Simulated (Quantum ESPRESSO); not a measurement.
# Thickness dependence of 2H-MoTe2, part 7 of 8

What does each added layer of 2H-MoTe2 bring in screening, and what does it do to the gap?

Quantum ESPRESSO 7.5; plane-wave DFT, PBE, GBRV ultrasoft pseudopotentials.

So far. Step 12 (Bands along a path, 1 layer: spin-orbit coupling): Along this path the valence top lies at K and the conduction bottom at K. Step 13 (Variable-cell relaxation, 2 layers):  The last row is no step: it is a fresh SCF in the final cell with a new plane-wave basis, +0 meV from the row before.

**14. Self-consistent run, 2 layers: no field**

Level of this step: plane-wave DFT, PBE, GBRV ultrasoft pseudopotentials (Quantum ESPRESSO 7.5).

File n2.f0.in:

```
&control
  prefix = 'n2.f0'
  outdir = './out'
  pseudo_dir = './pseudo'
  calculation = 'scf'
  tprnfor = .true.
  tefield = .true.
  dipfield = .true.
/
&system
  ibrav = 0
  nat = 6
  ntyp = 2
  ecutwfc = 40
  ecutrho = 200
  occupations = 'smearing'
  smearing = 'fd'
  degauss = 0.004
  edir = 3
  emaxpos = 0.97
  eopreg = 0.04
  eamp = 0.0
  nbnd = 30
/
&electrons
  conv_thr = 1e-09
  mixing_beta = 0.4
  electron_maxstep = 120
  mixing_mode = 'plain'
/
ATOMIC_SPECIES
  Te  127.6000  te_pbe_v1.uspp.F.UPF
  Mo  95.9500  mo_pbe_v1.uspp.F.UPF
CELL_PARAMETERS angstrom
  3.51707478400000 0.00000000000000 0.00000000000000
  -1.75853739200000 3.04587611000000 0.00000000000000
  0.00000000000000 0.00000000000000 27.84820526100000
ATOMIC_POSITIONS crystal
  Te  0.333333333300 0.666666666700 0.310937738200
  Mo  0.000000000000 0.000000000000 0.376239546800
  Te  0.333333333300 0.666666666700 0.441644322700
  Te  0.000000000000 0.000000000000 0.558355677300
  Mo  0.333333333300 0.666666666700 0.623760453200
  Te  0.000000000000 0.000000000000 0.689062261800
K_POINTS automatic
  12 12 1 0 0 0
```

Command:

```bash
$ OMP_NUM_THREADS=1 mpirun -n 4 pw.x -nk 4 -in n2.f0.in > n2.f0.out
```

Log:

```text
[banner, memory and clock lines left out]
Program PWSCF v.7.5 starts
[...]
number of electrons       =        52.00
     number of Kohn-Sham states=           30
     kinetic-energy cutoff     =      40.0000  Ry
     charge density cutoff     =     200.0000  Ry
[...]
number of k points=    74  Fermi-Dirac smearing, width (Ry)=  0.0040
[...]
Dense  grid:    95883 G-vectors     FFT dimensions: (  30,  30, 240)
[...]
negative rho (up, down):  3.154E-03 0.000E+00
[...]
Starting wfcs are   42 randomized atomic wfcs
[...]
negative rho (up, down):  3.229E-03 0.000E+00
[...]
estimated scf accuracy    <       1.18202503 Ry
[...]
negative rho (up, down):  3.004E-03 0.000E+00
[...]
estimated scf accuracy    <       4.68880455 Ry
[...]
negative rho (up, down):  3.008E-03 0.000E+00
[...]
estimated scf accuracy    <       0.11103779 Ry
[...]
negative rho (up, down):  3.106E-03 0.000E+00
[...]
estimated scf accuracy    <       0.02283762 Ry
[...]
negative rho (up, down):  3.127E-03 0.000E+00
[...]
estimated scf accuracy    <       0.01527968 Ry
[...]
negative rho (up, down):  3.133E-03 0.000E+00
[...]
estimated scf accuracy    <       0.00572769 Ry
[...]
negative rho (up, down):  3.142E-03 0.000E+00
[...]
estimated scf accuracy    <       0.00375005 Ry
[...]
negative rho (up, down):  3.117E-03 0.000E+00
[...]
estimated scf accuracy    <       0.00423555 Ry
[...]
negative rho (up, down):  3.125E-03 0.000E+00
[...]
estimated scf accuracy    <       0.00418431 Ry
[...]
negative rho (up, down):  3.133E-03 0.000E+00
[...]
estimated scf accuracy    <       0.00249678 Ry
[...]
negative rho (up, down):  3.142E-03 0.000E+00
[...]
estimated scf accuracy    <       0.00123805 Ry
[...]
negative rho (up, down):  3.154E-03 0.000E+00
[...]
estimated scf accuracy    <       0.00042174 Ry
[...]
negative rho (up, down):  3.151E-03 0.000E+00
[...]
estimated scf accuracy    <       0.00011233 Ry
[...]
negative rho (up, down):  3.149E-03 0.000E+00
[...]
estimated scf accuracy    <       0.00001681 Ry
[...]
negative rho (up, down):  3.148E-03 0.000E+00
[...]
estimated scf accuracy    <       0.00000170 Ry
[...]
negative rho (up, down):  3.148E-03 0.000E+00
[...]
estimated scf accuracy    <       0.00000384 Ry
[...]
negative rho (up, down):  3.148E-03 0.000E+00
[...]
estimated scf accuracy    <       0.00000002 Ry
[...]
negative rho (up, down):  3.148E-03 0.000E+00
[...]
estimated scf accuracy    <          6.8E-09 Ry
[...]
negative rho (up, down):  3.148E-03 0.000E+00
[...]
estimated scf accuracy    <          3.2E-09 Ry
[...]
negative rho (up, down):  3.148E-03 0.000E+00
[...]
Total length         50.5205 bohr
[...]
estimated scf accuracy    <          2.2E-09 Ry
[...]
negative rho (up, down):  3.148E-03 0.000E+00
[...]
Computed dipole along edir(3) :
        Dipole                0.0000 Ry au,          0.0001 Debye
        Dipole field          0.0000 Ry au,
        Potential amp.       -0.0000 Ry
        Total length         50.5205 bohr
[...]
the Fermi energy is     3.1508 ev
!    total energy              =    -384.77200477 Ry
     estimated scf accuracy    <          4.7E-10 Ry
     smearing contrib. (-TS)   =      -0.00000323 Ry
     internal energy E=F+TS    =    -384.77200154 Ry
[...]
one-electron contribution =   -2435.20471908 Ry
     hartree contribution      =    1224.65136429 Ry
     xc contribution           =     -96.68403681 Ry
     ewald contribution        =     922.46539007 Ry
     electric field correction =       0.00000000 Ry
     convergence has been achieved in  21 iterations
     negative rho (up, down):  3.148E-03 0.000E+00
[...]
Total force =     0.009012     Total SCF correction =     0.000067
[...]
```

The job ended after 3.7 min (4 MPI ranks of Arm Neoverse V1, shared host; peak memory 0.9 GiB).

Numbers from this step:

* free energy: -5235.0898 eV
* Fermi energy: 3.151 eV
* dipole along the normal: 2.08e-5 e·Å
* valence top, on the run's zero: 2.759 eV
* conduction bottom, on the run's zero: 3.620 eV
* gap by band count: 0.8616 eV

**15. Potential by pp.x, 2 layers**

File n2.f0.pot.in:

```
&inputpp
  prefix = 'n2.f0'
  outdir = './out'
  filplot = 'n2.f0.pot.dat'
  plot_num = 11
/
```

Command:

```bash
$ OMP_NUM_THREADS=1 mpirun -n 4 pp.x -in n2.f0.pot.in > n2.f0.pot.out
```

Run time: 1 s. Hardware: 4 MPI ranks; peak memory 0.11 GiB.

This step gave:

```
slope of the potential above                                          : 1.15e-4 eV/Å
upper vacuum line continued to the top atoms, over the valence top    : 4.659 eV
slope of the potential below                                          : -8.38e-5 eV/Å
lower vacuum line continued to the bottom atoms, over the valence top : 4.660 eV
vacuum level at the upper face over the valence top of the mesh       : 4.660 eV
vacuum level at the lower face over the valence top of the mesh       : 4.660 eV
```

**16. Self-consistent run, 2 layers: field 0.1 V/Å**

n2.f1.in is the input of step 14 with these lines changed:

```diff
@@ -1,3 +1,3 @@
 &control
-  prefix = 'n2.f0'
+  prefix = 'n2.f1'
   outdir = './out'
@@ -21,3 +21,3 @@
   eopreg = 0.04
-  eamp = 0.0
+  eamp = 0.00194469
   nbnd = 30
@@ -29,2 +29,3 @@
   mixing_mode = 'plain'
+  startingpot = 'file'
 /
```

Command:

```bash
$ cp -r out/n2.f0.save out/n2.f1.save
$ OMP_NUM_THREADS=1 mpirun -n 4 pw.x -nk 4 -in n2.f1.in > n2.f1.out
```

Log:

```text
[banner, memory and clock lines left out]
Program PWSCF v.7.5 starts
[...]
number of electrons       =        52.00
     number of Kohn-Sham states=           30
     kinetic-energy cutoff     =      40.0000  Ry
     charge density cutoff     =     200.0000  Ry
[...]
number of k points=    74  Fermi-Dirac smearing, width (Ry)=  0.0040
[...]
Dense  grid:    95883 G-vectors     FFT dimensions: (  30,  30, 240)
[...]
The initial density is read from file :
[...]
negative rho (up, down):  3.148E-03 0.000E+00
[...]
Starting wfcs are   42 randomized atomic wfcs
[...]
negative rho (up, down):  3.144E-03 0.000E+00
[...]
estimated scf accuracy    <       0.05238283 Ry
[...]
negative rho (up, down):  3.196E-03 0.000E+00
[...]
estimated scf accuracy    <      62.88537112 Ry
[...]
negative rho (up, down):  3.149E-03 0.000E+00
[...]
estimated scf accuracy    <       0.07655683 Ry
[...]
negative rho (up, down):  3.136E-03 0.000E+00
[...]
estimated scf accuracy    <       0.01495524 Ry
[...]
negative rho (up, down):  3.132E-03 0.000E+00
[...]
estimated scf accuracy    <       0.01449477 Ry
[...]
negative rho (up, down):  3.131E-03 0.000E+00
[...]
estimated scf accuracy    <       0.01365629 Ry
[...]
negative rho (up, down):  3.131E-03 0.000E+00
[...]
estimated scf accuracy    <       0.01127504 Ry
[...]
negative rho (up, down):  3.132E-03 0.000E+00
[...]
estimated scf accuracy    <       0.01023814 Ry
[...]
negative rho (up, down):  3.133E-03 0.000E+00
[...]
estimated scf accuracy    <       0.00815221 Ry
[...]
negative rho (up, down):  3.133E-03 0.000E+00
[...]
estimated scf accuracy    <       0.00713997 Ry
[...]
negative rho (up, down):  3.141E-03 0.000E+00
[...]
estimated scf accuracy    <       0.00653628 Ry
[...]
negative rho (up, down):  3.143E-03 0.000E+00
[...]
estimated scf accuracy    <       0.00013301 Ry
[...]
negative rho (up, down):  3.144E-03 0.000E+00
[...]
estimated scf accuracy    <       0.00026653 Ry
[...]
negative rho (up, down):  3.144E-03 0.000E+00
[...]
estimated scf accuracy    <       0.00000851 Ry
[...]
negative rho (up, down):  3.145E-03 0.000E+00
[...]
estimated scf accuracy    <       0.00000770 Ry
[...]
negative rho (up, down):  3.145E-03 0.000E+00
[...]
estimated scf accuracy    <       0.00007679 Ry
[...]
negative rho (up, down):  3.146E-03 0.000E+00
[...]
estimated scf accuracy    <       0.00000896 Ry
[...]
negative rho (up, down):  3.146E-03 0.000E+00
[...]
estimated scf accuracy    <       0.00000038 Ry
[...]
negative rho (up, down):  3.146E-03 0.000E+00
[...]
estimated scf accuracy    <       0.00000100 Ry
[...]
negative rho (up, down):  3.146E-03 0.000E+00
[...]
estimated scf accuracy    <       0.00000002 Ry
[...]
negative rho (up, down):  3.146E-03 0.000E+00
[...]
estimated scf accuracy    <       0.00000010 Ry
[...]
negative rho (up, down):  3.146E-03 0.000E+00
[...]
estimated scf accuracy    <          5.3E-09 Ry
[...]
negative rho (up, down):  3.146E-03 0.000E+00
[...]
estimated scf accuracy    <          1.5E-09 Ry
[...]
negative rho (up, down):  3.146E-03 0.000E+00
[...]
Computed dipole along edir(3) :
        Dipole                0.1419 Ry au,          0.3608 Debye
        Dipole field          0.0009 Ry au,
        E field amplitude [Ha a.u.]:  1.9447E-03
        Potential amp.        0.1070 Ry
        Total length         50.5205 bohr
[...]
the Fermi energy is     3.1652 ev
!    total energy              =    -384.77228097 Ry
     estimated scf accuracy    <          3.2E-10 Ry
     smearing contrib. (-TS)   =      -0.00000332 Ry
     internal energy E=F+TS    =    -384.77227765 Ry
[...]
one-electron contribution =   -2435.20243682 Ry
     hartree contribution      =    1224.64918563 Ry
     xc contribution           =     -96.68399024 Ry
     ewald contribution        =     922.46539007 Ry
     electric field correction =      -0.00042629 Ry
     convergence has been achieved in  24 iterations
     negative rho (up, down):  3.146E-03 0.000E+00
[...]
Total force =     0.009083     Total SCF correction =     0.000106
[...]
```

Wall time 4.6 min (4 MPI ranks); peak memory 0.75 GiB.

Numbers from this step:

| Quantity | Value |
| --- | --- |
| free energy | -5235.0936 eV |
| Fermi energy | 3.165 eV |
| dipole along the normal | 0.07512 e·Å |
| valence top, on the run's zero | 2.774 eV |
| conduction bottom, on the run's zero | 3.633 eV |
| gap by band count | 0.8595 eV |

**17. Potential by pp.x, 2 layers**

File n2.f1.pot.in:

```
&inputpp
  prefix = 'n2.f1'
  outdir = './out'
  filplot = 'n2.f1.pot.dat'
  plot_num = 11
/
```

Command:

```bash
$ OMP_NUM_THREADS=1 mpirun -n 4 pp.x -in n2.f1.pot.in > n2.f1.pot.out
```

It took 1.1 s on 4 MPI ranks; peak memory 0.11 GiB.

Numbers from this step:

```
slope of the potential above                                          : 0.1001 eV/Å
upper vacuum line continued to the top atoms, over the valence top    : 4.552 eV
slope of the potential below                                          : 0.09989 eV/Å
lower vacuum line continued to the bottom atoms, over the valence top : 4.768 eV
```

The slope in the vacuum is 0.100 eV/Å for an applied 0.10 V/Å, as it should be.

(Part 7 of 8 ends here.)

[Logs are printed without paths, hosts, clocks, repeated set-up lines and the standing remarks that a program may print on its own settings, such as how far it seeks lower states.]

[Hosts, paths, dates, database ids (printed as entryN), source tags and the programs' standing remarks are cut or masked in the printed files.]

[Maps of the electrostatic potential energy from Ansatz leave out the sawtooth potential of an applied field or a dipole correction, so their vacuum need not be flat; planar profiles and work functions include it.]
